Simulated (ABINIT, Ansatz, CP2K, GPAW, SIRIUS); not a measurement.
## HfN: programs and potentials compared

```
Hf N
1.0
     2.82503    0.00000    0.00000
     0.00000    2.82503    0.00000
     0.00000    0.00000    2.82503
Hf N
1 1
Direct
  0.50000 0.50000 0.50000
  0.00000 0.00000 0.00000
```

The cell comes from a database or a generator and needn't be the stable form of this composition.

Alike in all runs: task single point; functional PBE; k mesh 9 × 9 × 9; occupations fermi-dirac, width 0.05 eV; no spin polarisation; no spin-orbit coupling. Pressure is positive in compression and, in plane waves, holds the error of the finite cutoff, which Ansatz's Pulay term estimates and takes out.

```csv
program and potentials,plane-wave cutoff (eV),notes,pressure (GPa)
"ABINIT, JTH PAW PBE v2.0",707,8.5 valence electrons an atom on average,-1.98
"SIRIUS, PseudoDojo 0.4.1 PBE standard (scalar relativistic)",1152,8.5 valence electrons an atom on average,-0.34
"CP2K, POTENTIAL_UZH Hf GTH-PBE-q12, N GTH-PBE-q5; TZVP-MOLOPT-PBE-GTH basis",-,atomic basis; 8.5 valence electrons an atom on average,-3.36
"Ansatz, all-electron LAPW, scalar-relativistic",-,-,0.24
"GPAW, GPAW PAW data sets (gpaw-data 1.2.1)",800,8.5 valence electrons an atom on average,-0.52
"Ansatz, Ansatz PAW (earlier soft set)",420,15.5 valence electrons an atom on average; Pulay term of +0.25 GPa included,0.20
```

The pressure spans -3.36 (CP2K, POTENTIAL_UZH Hf GTH-PBE-q12, N GTH-PBE-q5; TZVP-MOLOPT-PBE-GTH basis) to 0.24 GPa (Ansatz, all-electron LAPW, scalar-relativistic), with all-electron results at 0.24. The pressure on the cell as given of CP2K, POTENTIAL_UZH Hf GTH-PBE-q12, N GTH-PBE-q5; TZVP-MOLOPT-PBE-GTH basis lies far from the others; the cause wasn't traced. Rows in atomic bases carry the error of their basis and grid, which can be large.

The functional is the same throughout but for its coding, so the spread measures potentials, basis and numerics; runs on potential files found faulty are left out.
